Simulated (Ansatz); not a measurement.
**Structure types of Y at zero pressure (with spin–orbit coupling)**

Structure types of Y are relaxed in primitive cells with their symmetry kept at 0 GPa, first on PAW files, then by LAPW. The enthalpy is E + pV at zero temperature, without zero-point motion. Only the types listed were tried, and differences under about 5 meV/atom are mesh noise.

All numbers are PBE results (with spin–orbit coupling) from Ansatz 0.2.0, with Fermi–Dirac smearing of 0.05 eV, no spin polarisation. Methods: LAPW: all electrons, basis error target 0.5 meV/atom; PAW: frozen-core files, cutoff 420 eV.

k meshes: fcc 14×14×14, bcc 14×14×14, hcp 13×13×7.

```csv
start type,ends as,"a, b, c (Å)",V (Å³/atom),"H − H(lowest), LAPW (meV/atom)"
fcc,"fcc, Fm-3m","5.064, 5.064, 5.064",32.46,?
bcc,"bcc, Im-3m","4.039, 4.039, 4.039",32.94,?
hcp,"hcp, P6_3/mmc","3.656, 3.656, 5.683",32.89,0.0
```

Q: Give the missing entry: row "bcc", column "H − H(lowest), LAPW (meV/atom)".

A: 121.4.

Q: What belongs in the row "fcc", column "H − H(lowest), LAPW (meV/atom)"?

A: 25.2.
